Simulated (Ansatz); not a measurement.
# WC (Qusongite) under changes of volume

One of the cells (10.376 Å³/atom); the others are scaled copies at fixed shape and fractional positions:

```xyz
2
Lattice="2.9065 0.0000 0.0000 -1.4532 2.5171 0.0000 0.0000 0.0000 2.8366" Properties=species:S:1:pos:R:3 pbc="T T T"
W     0.0000    0.0000    0.0000
C     1.4533    0.8390    1.4183
```

- Program: Ansatz 0.2.0
- Functional: PBEsol
- Potentials or basis: Ansatz PAW
- Cutoff: 420 eV (not typed: the program's choice for these potentials)
- k mesh: 10 × 10 × 9
- Occupations: fermi-dirac, width 0.05 eV
- Spin: no spin polarisation

```tsv
volume (Å³/atom)	energy over the lowest point (meV/atom)	pressure (GPa)
9.754	38.10	24.5
9.961	13.11	14.2
10.169	0.82	4.9
10.376	0.00	-3.5
10.584	9.50	-11.0
10.791	?	?
10.999	55.31	-23.9
```

Problem. What does the run at 10.791 Å³/atom give?

Solution. Energy over the lowest point 28.23 meV/atom; pressure -17.8 GPa.

Worked out: A Birch-Murnaghan fit of order 3 (a polynomial in V^(-2/3)) to the other rows has its minimum at 10.29 Å³/atom with B0 = V·E''(V) = 412 GPa and B' = 4.3 at fixed shape and positions, which overstates the stiffness. It gives 28.19 meV/atom at 10.791 Å³/atom, against the run's 28.23, and -dE/dV = -17.8 GPa, against -17.8.

Energies are extrapolated to zero smearing.

Caveats: the PAW data sets come from PBE, with cores solved anew for the run's functional, which leaves a small shift of forces and pressure.
